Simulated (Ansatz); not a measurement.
## ZnS: stiffness from a series of strains

```
CELL_PARAMETERS angstrom
3.81100 0.00000 0.00000
-1.90550 3.30042 0.00000
0.00000 0.00000 6.23400
ATOMIC_POSITIONS crystal
Zn 0.33333 0.66667 0.00000
Zn 0.66667 0.33333 0.50000
S 0.33333 0.66667 0.38500
S 0.66667 0.33333 0.88500
```

Atoms are numbered in the order listed.

The cell is COD entry 9008878, as deposited and not checked against the literature; nothing was relaxed. It differs from other determinations.

Computed with DFT, PBE, all-electron LAPW, scalar-relativistic (Ansatz 0.2.0).

Settings: a Γ-centred 8×8×5 k mesh, Fermi–Dirac smearing of 0.03 eV, basis error target 1 meV/atom, no spin polarisation.

The strain is applied along the Cartesian axes of the cell as listed (the other components stay zero). Fractional coordinates are held (clamped ions).

σ is the change of stress from the unstrained cell, which is at 2.34 GPa; tension is positive, so slopes are stress–strain coefficients at that pressure.

Only quantities that a quadratic follows smoothly over the whole series are listed; rougher ones are left out.

| εxx = εyy | σzz (GPa) | σxx (GPa) |
| --- | --- | --- |
| -0.0300 | -2.08 | -7.86 |
| -0.0100 | -0.63 | -2.33 |
| 0.0000 | 0.00 | 0.00 |
| 0.0100 | 0.59 | 2.07 |
| 0.0200 | 1.13 | 3.91 |
| 0.0300 | 1.63 | 5.54 |

**Question.** Fit the series and read off the stiffness at zero strain.

**Answer.** Least-squares fits y = p0 + p1 x + p2 x² to the rows give σzz (GPa): p1 = 61.7, p2 = -250; σxx (GPa): p1 = 223, p2 = -1300. So C13 + C23 = 62 GPa and C11 + C12 = 223 GPa, for these axes.

**Question.** One run, at εxx = εyy = -0.0200, is withheld. Predict its row.

**Answer.** The fits give -1.33, -4.98; the run gave -1.32, -4.94.
